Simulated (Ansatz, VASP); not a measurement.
**One calculation of Sn3Se, two programs**

```
Sn Se
1.0
     0.00000    3.73314    3.73314
     3.73314    0.00000    3.73314
     3.73314    3.73314    0.00000
Sn Se
3 1
Direct
  0.50000 0.50000 0.50000
  0.75000 0.75000 0.75000
  0.25000 0.25000 0.25000
  0.00000 0.00000 0.00000
```

The cell comes from a database or a generator and needn't be the stable form of this composition.

Alike in both runs: task single point; functional PBEsol; k mesh 6 × 6 × 6; occupations fermi-dirac, width 0.05 eV; no spin polarisation.

|  | VASP | Ansatz |
| --- | --- | --- |
| version | VASP 6.6.1 | Ansatz 0.2.0 |
| potentials or method | VASP PAW PBE potentials, release 64 (Sn_d, Se) | Ansatz PAW |
| plane-wave cutoff (eV) | 520 | 420 |
| valence electrons in the cell | 48 | 58 |

```tsv
	VASP	Ansatz	Ansatz less VASP
gap on the k mesh at the Fermi level (eV)	none	none	-
pressure (GPa)	-3.2	-3.2	+0.03
```

A gap of «none» marks a metal or a gap that the smearing closes. The two sets of potentials don't hold the same shells in valence.

Caveats: the PAW data sets were made with another functional, which shifts forces and pressure a little (VASP); the PAW data sets come from PBE, with cores solved anew for the run's functional, which leaves a small shift of forces and pressure (Ansatz).
